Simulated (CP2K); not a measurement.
## Sc in CP2K: convergence with rel cutoff ry

The system is Sc.

```
Sc
1.0
     3.30900    0.00000    0.00000
    -1.65450    2.86568    0.00000
     0.00000    0.00000    5.27330
Sc
2
Direct
  0.66667 0.33333 0.75000
  0.33333 0.66667 0.25000
```

* Program: CP2K 2026.2
* Task: single point
* Functional: RPBE
* Potentials or basis: POTENTIAL_UZH Sc GTH-PBE-q11; TZVP-MOLOPT-PBE-GTH basis
* Density cutoff: 6123 eV
* k mesh: 7 × 7 × 4
* Occupations: fermi-dirac, width 0.05 eV
* Spin: no spin polarisation

These are the settings of the first run; the series varies rel cutoff ry, with any setting tied to it.

Hardware: 1 thread of Intel(R) Xeon(R) Processor @ 2.70GHz, on a shared host.

Question: The values tried are 20, 30, 40, 50, 60, 80, 100, loosest first. From which on does the energy stay within 1 meV/atom of the tightest run that finished?

Answer: From 30 on.

```
rel cutoff ry  energy less the tightest run, at zero smearing (meV/atom)  largest force (eV/Å)  SCF cycles  CPU time (s)  peak memory (GiB)
           20                                                       1.16                 0.011          13            68               0.41
           30                                                      -0.22                 0.002          13            65               0.41
           40                                                       0.00                 0.000          13            69               0.41
           50                                                       0.00                 0.000          13            72               0.41
           60                                                       0.00                 0.000          13            74               0.41
           80                                                       0.00                 0.000          13            79               0.41
          100                                                       0.00                 0.000          13            90               0.41
```

Against the tightest run, the largest force stays within 0.005 eV/Å from 30 on. The tightest run that finished is the yardstick and may itself not be fully converged.

Caveat, for the tightest run too: the potentials were made for another functional, which shifts forces and pressure.
